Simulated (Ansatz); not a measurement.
Free-standing chains of the atoms of BaS, named by their start (strip: triangular double chain, ladder: square double chain); atoms and period are relaxed, and energies count from relaxed bulk BaS (Fm-3m, 31.74 Å³/atom, gap on the mesh 2.04 eV).

Level of theory: DFT PBEsol, scalar-relativistic, plane waves, PAW in Ansatz 0.2.0.

Plane waves to 420 eV, a k mesh through Γ of 1×1×12 on the computed 2-atom cell and Gaussian smearing (0.05 eV); collinear spin from starting moments 0.5 0.5 μB.

Start (dimerised chain):

```
CELL_PARAMETERS angstrom
9.00000 0.00000 0.00000
0.00000 9.30000 0.00000
0.00000 0.00000 5.69934
ATOMIC_POSITIONS crystal
Ba 0.50000 0.50000 0.00000
S 0.50000 0.50000 0.46500
```

What does the relaxation give?

The free energy falls by 57 meV/atom.

- excess energy (eV per host atom): 1.406
- period (Å): 5.639
- gap on the mesh (eV): 1.31
- size of the moment (μB per cell): 0.00

Relaxed structure:
```
Ba S
1.0
     9.00000    0.00000    0.00000
     0.00000    9.30000    0.00000
     0.00000    0.00000    5.63929
Ba S
1 1
Direct
  0.50000 0.50000 0.98250
  0.50000 0.50000 0.48250
```

Spin-orbit coupling is left out, which matters for the bands of heavy elements.

Each run keeps its start's symmetry and one magnetic start, so lower states can exist.

The run took 29 s on 2 threads of Arm Neoverse V2 (shared host), peak memory 0.61 GiB.